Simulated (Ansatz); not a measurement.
Consider a crystal of CoSn in space group Pm-3m (No. 221), with Co on 1a; Sn on 1b.

Method: DFT PBE, scalar-relativistic, plane waves, PAW in Ansatz. Cutoff 420 eV, Γ-centred mesh, Gaussian smearing, collinear spin.

Formation energies are uncorrected and refer to the elements' standard structures at the same level. The references include grey tin.

Q: Give the relaxed lattice parameters and positions.

A:

Space group Pm-3m (No. 221). a = 3.160 Å, b = 3.160 Å, c = 3.160 Å, α = 90.00°, β = 90.00°, γ = 90.00°
```tsv
atom	site	symmetry	x	y	z
Co	1a	m-3m	0.0000	0.0000	0.0000
Sn	1b	m-3m	0.5000	0.5000	0.5000
```

It has the caesium chloride type. Co has 8 Sn at 2.74 Å and 6 Co at 3.16 Å; Sn has 8 Co at 2.74 Å and 6 Sn at 3.16 Å.

Q: And its energy and gap?

A: The energy over the elements is +0.17 eV/atom and the gap on the 18×18×18 mesh of the 2-atom cell is 0 eV (a metal). The net moment per atom is 0.37 μB. The moment by site is Co 0.8 μB. The separate elements lie lower, so it is unstable against them.

The last run used collinear spin and Gaussian smearing of 0.10 eV. The magnetic state reached may not be the lowest. A structure relaxed within its symmetry needn't be a true minimum. Another cell of CoSn relaxed alike but without spin, in P6/mmm (a Materials Project cell), lies 261 meV/atom lower, so this cell isn't the stable form at this level. Site moments count only spheres around the atoms; the net moment includes the space between them.
